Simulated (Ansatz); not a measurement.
# InSe: the cost of one run

Computed with Ansatz 0.2.0 (DFT r2SCAN, scalar-relativistic, plane waves, PAW, unless a step's input says otherwise).

1 further run of the same task is left out (it didn't finish).

### Step 1. The system as given

It takes space group P2_13 (No. 198, cubic). Conventional cell: a = 6.268 Å, b = 6.268 Å, c = 6.268 Å, α = 90.00°, β = 90.00°, γ = 90.00°. In (site symmetry 3) is surrounded by 7 Se at 3.14 to 3.53 Å. Around Se (site symmetry 3) lie 7 In at 3.14 to 3.53 Å.

Coordinates:

```
CELL_PARAMETERS angstrom
6.26769 0.00000 0.00000
0.00000 6.26769 0.00000
0.00000 0.00000 6.26769
ATOMIC_POSITIONS crystal
In 0.13400 0.13400 0.13400
In 0.36600 0.86600 0.63400
In 0.63400 0.36600 0.86600
In 0.86600 0.63400 0.36600
Se 0.84450 0.84450 0.84450
Se 0.65550 0.15550 0.34450
Se 0.34450 0.65550 0.15550
Se 0.15550 0.34450 0.65550
```

This is candidate A: FeSi (B20) type (P2_13, No. 198).

(A quick probe on a coarse mesh, which set the mesh and smearing, is not shown.)

### Step 3. Rough relaxation on the coarse mesh (candidate A)

input.yaml

```yaml
crystal:
  lattice:
    - [6.2676935198, 0.0, 0.0]
    - [0.0, 6.2676935198, 0.0]
    - [0.0, 0.0, 6.2676935198]
  atoms:
    - { symbol: In, position: [0.134, 0.134, 0.134] }
    - { symbol: In, position: [0.366, 0.866, 0.634] }
    - { symbol: In, position: [0.634, 0.366, 0.866] }
    - { symbol: In, position: [0.866, 0.634, 0.366] }
    - { symbol: Se, position: [0.8445, 0.8445, 0.8445] }
    - { symbol: Se, position: [0.6555, 0.1555, 0.3445] }
    - { symbol: Se, position: [0.3445, 0.6555, 0.1555] }
    - { symbol: Se, position: [0.1555, 0.3445, 0.6555] }
basis:
  ecutwfc: 500
kpoints:
  mp_grid: { grid: [4, 4, 4] }
hamiltonian:
  xc: r2scan
scf:
  occupations: { method: gaussian, width: 0.1 }
  lower_state_search: "off"
output:
  forces: true
  stress: true
  eigenvalues: true
relax:
  adjacent_minimum: "off"
  f_tol: 0.04
  max_steps: 70
  cell: { stress_tol: 0.4 }
```

On the command line:

```bash
$ ansatz run input.yaml --threads 1 --pin off --max-ram 3072MiB --backend cpu --events-out ev --progress --plain --runs-dir out
```

What time and memory should one allow on 1 thread of Arm Neoverse V2, shared host?

About 8.3 min, with a peak of 1 GiB.
